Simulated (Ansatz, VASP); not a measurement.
## SiC in VASP and in Ansatz

Contents of INCAR:

```
SYSTEM = SiC
PREC = Accurate ; ENCUT = 520
EDIFF = 1E-6 ; ISMEAR = 0
SIGMA = 0.01 ; LREAL = .False.
LASPH = .True. ; NELM = 60
ALGO = Normal ; ISIF = 2
LWAVE = .False. ; LCHARG = .False.
GGA = PE ; NBANDS = 26
```

KPOINTS

```
regular mesh
0
Gamma
  8 8 3
  0 0 0
```

The input POSCAR:

```
SiC
1.0
    3.0810000000      0.0000000000      0.0000000000
   -1.5405000000      2.6682242691      0.0000000000
    0.0000000000      0.0000000000     10.0850000000
Si C
4 4
Direct
    0.0000000000      0.0000000000      0.0000000000
    0.3333333333      0.6666666667      0.2500000000
    0.0000000000      0.0000000000      0.5000000000
    0.6666666667      0.3333333333      0.7500000000
    0.0000000000      0.0000000000      0.1875000000
    0.3333333333      0.6666666667      0.4375000000
    0.0000000000      0.0000000000      0.6875000000
    0.6666666667      0.3333333333      0.9375000000
```

Input for Ansatz:

```yaml
crystal:
  lattice:
    - [3.081, 0.0, 0.0]
    - [-1.5405, 2.6682242691, 0.0]
    - [0.0, 0.0, 10.085]
  atoms:
    - { symbol: Si, position: [0.0, 0.0, 0.0] }
    - { symbol: Si, position: [0.3333333333, 0.6666666667, 0.25] }
    - { symbol: Si, position: [0.0, 0.0, 0.5] }
    - { symbol: Si, position: [0.6666666667, 0.3333333333, 0.75] }
    - { symbol: C, position: [0.0, 0.0, 0.1875] }
    - { symbol: C, position: [0.3333333333, 0.6666666667, 0.4375] }
    - { symbol: C, position: [0.0, 0.0, 0.6875] }
    - { symbol: C, position: [0.6666666667, 0.3333333333, 0.9375] }
scf:
  occupations: { method: fixed }
  n_extra_bands: 4
output:
  write_density: true
  write_potential: true
  elf: true
  volumetric_format: npy
kpoints:
  mp_grid: { grid: [8, 8, 3] }
hamiltonian:
  xc: pbe
```

Alike in both runs: task single point; functional PBE; k mesh 8 × 8 × 3; no spin polarisation.

|  | VASP | Ansatz |
| --- | --- | --- |
| version | VASP 6.6.1 | Ansatz 0.2.0 |
| potentials or method | VASP PAW PBE potentials, release 64 (Si, C) | scalar-relativistic, plane waves, PAW |
| plane-wave cutoff (eV) | 520 | 420 |
| occupations | gaussian, width 0.01 eV | fixed |
| valence electrons in the cell | 32 | 32 |

```tsv
	VASP	Ansatz	Ansatz less VASP
gap on the k mesh at the Fermi level (eV)	2.21	2.21	+0.001
least direct gap on the mesh (eV)	3.33	3.33	+0.002
```

Caveats: an odd mesh through Γ misses points on the zone boundary, where band edges often lie. A hybrid or GW would open this gap; PBE tends to underestimate it.
